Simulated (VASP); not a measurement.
Input of a VASP 6.6.1 run:

INCAR

```
SYSTEM = Sb
PREC = Accurate
ENCUT = 750
EDIFF = 1E-8
ISMEAR = 1
SIGMA = 0.1
LREAL = .False.
LASPH = .True.
NELM = 120
ALGO = Normal
ISIF = 2
LWAVE = .False.
LCHARG = .False.
LDIPOL = .True.
IDIPOL = 3
DIPOL = 0.5 0.5 0.500
GGA = PE
NBANDS = 12
LVHAR = .True.
LVACPOTAV = .True.
```

The input KPOINTS:

```
regular mesh
0
Gamma
  20 20 1
  0 0 0
```

POSCAR

```
Sb
1.0
    3.1600000000      0.0000000000      0.0000000000
    0.0000000000      3.1600000000      0.0000000000
    0.0000000000      0.0000000000     22.0000000000
Sb
1
Direct
    0.0000000000      0.0000000000      0.5000000000
```

Potentials or basis: VASP PAW PBE potentials, release 64 (Sb).

Command:

```bash
$ cat potpaw_PBE.64/Sb/POTCAR > POTCAR
$ mpirun -np 1 vasp_std > vasp.out
```

**Question.** Predict the work function of the lower face.

**Answer.** 4.91 eV.

**Question.** Predict the work function of the upper face.

**Answer.** 4.91 eV.

**Question.** What does it give for the band gap on the k mesh?

**Answer.** None (metal or under the smearing width).

Spin-orbit coupling is left out, which matters for the levels of Sb.
